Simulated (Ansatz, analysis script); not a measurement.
Computed results, one entry a study.

Energy of spin spirals in a free-standing triangular Ru monolayer, spacing 2.74 Å. The cell holds 1 atom: 1 Ru. Its edges and angles: a = 2.740 Å, b = 2.740 Å, c = 14.000 Å, α = 90.0°, β = 90.0°, γ = 120.0°. An idealised lattice of chosen spacing, in vacuum. Vacuum lies along c. The calculation used PBE, PAW set soft_1; spin spirals by the generalised Bloch theorem, no spin–orbit coupling (and 2 further levels or steps) in Ansatz 0.2.0 and analysis script 1, with cutoff 420 eV, 24×24×1 k-mesh, Fermi-Dirac occupations, smearing width 0.1 eV, cone angle 90 °, wavevectors 10, starting moments 1.58 μB in one of its runs. The lowest point of the path is q = (0.083, 0.083, 0), -13.5 meV a magnetic atom from q = 0 and the highest point is 91.8 meV a magnetic atom. The state at q = (0.083, 0.083, 0) lies 13.5 meV a magnetic atom below the ferromagnetic start, so that start is not the lowest state. The moments change by at most 27 % from their size at q = 0, so they are itinerant and a model of rigid spins is rough. No spin model is given, since the moments change too much along the path. The cell was taken as built, with atoms unrelaxed. In doubt: the program's search for lower states was switched off, so a lower magnetic state than those reached may exist.

[Hosts, paths, dates, database ids (printed as entryN), source tags and the programs' standing remarks are cut or masked in the printed files.]
